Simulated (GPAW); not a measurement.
The system is CsSnI3.

```
CELL_PARAMETERS angstrom
6.20570 0.00000 0.00000
0.00000 6.20570 0.00000
0.00000 0.00000 6.20570
ATOMIC_POSITIONS crystal
Cs 0.00000 0.00000 0.00000
I 0.50000 0.50000 0.00000
I 0.50000 0.00000 0.50000
I 0.00000 0.50000 0.50000
Sn 0.50000 0.50000 0.50000
```

Base run:

```yaml
Program: GPAW 26.7.0
Functional: PBEsol
Potentials_or_basis: PAW data sets generated in the run's folder for this functional
Cutoff: 400 eV
Basis: pw
k_mesh: 4 × 4 × 4
Occupations: fermi-dirac, width 0.001 eV
Spin: no spin polarisation
```

Its results: band gap on the k mesh 0.24 eV, direct; electronic dielectric tensor (diagonal) 7.54.

The run is repeated on the same cell with these changes: functional from PBEsol to PBE; potentials or basis from PAW data sets generated in the run's folder for this functional to GPAW PAW data sets (gpaw-data 1.2.1). What comes out?

Band gap on the k mesh 0.29 eV, direct; electronic dielectric tensor (diagonal) 7.31.

Caveats: the gap is small at this level, which inflates the dielectric constant; the long-wavelength limit can be off by a per cent or two; spin-orbit coupling is left out, which moves the levels of the heavy elements; an odd mesh through Γ misses points on the zone boundary, where band edges often lie; the cell was measured hot, at 500 K.
